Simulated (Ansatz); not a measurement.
Ti:

```
Ti
1.0
     2.95000    0.00000    0.00000
    -1.47500    2.55477    0.00000
     0.00000    0.00000    4.68000
Ti
2
Direct
  0.66667 0.33333 0.75000
  0.33333 0.66667 0.25000
```

* Program: Ansatz 0.2.0
* Task: relaxation of cell and atoms
* Functional: BLYP
* Dispersion: D3(BJ)
* Potentials or basis: Ansatz PAW
* Cutoff: 420 eV (not typed: the program's choice for these potentials)
* k mesh: 10 × 10 × 6
* Occupations: fermi-dirac, width 0.05 eV
* Spin: no spin polarisation

At the start: volume 17.64 Å³/atom.

Problem. Where does the relaxation end?

Solution. It ends after 6 steps and the volume is 15.62 Å³/atom (-11.4 %); space group P6_3/mmc (No. 194, to 0.05 Å).

Step by step:
| step | energy change (eV) | largest force (eV/Å) | volume (Å³) |
| --- | --- | --- | --- |
| 1 | 0.0000 | 0.0000 | 35.27 |
| 2 | -0.1624 | 0.0000 | 30.38 |
| 3 | -0.1719 | 0.0000 | 31.39 |
| 4 | -0.1722 | 0.0000 | 31.25 |
| 5 | -0.1723 | 0.0000 | 31.25 |
| 6 | -0.1718 | 0.0000 | 31.25 |

Final structure:
```
Ti
1.0
     2.83513    0.00000    0.00000
    -1.41757    2.45530    0.00000
     0.00000    0.00000    4.48862
Ti
2
Direct
  0.66667 0.33333 0.75000
  0.33333 0.66667 0.25000
```

Caveat: the plane-wave basis is chosen anew once the cell has moved, so the energies of steps on either side of that aren't comparable; the volume moved by -11 % from the deposited cell, more than functionals usually miss; the PAW data sets come from PBE, with cores solved anew for the run's functional, which leaves a small shift of forces and pressure.
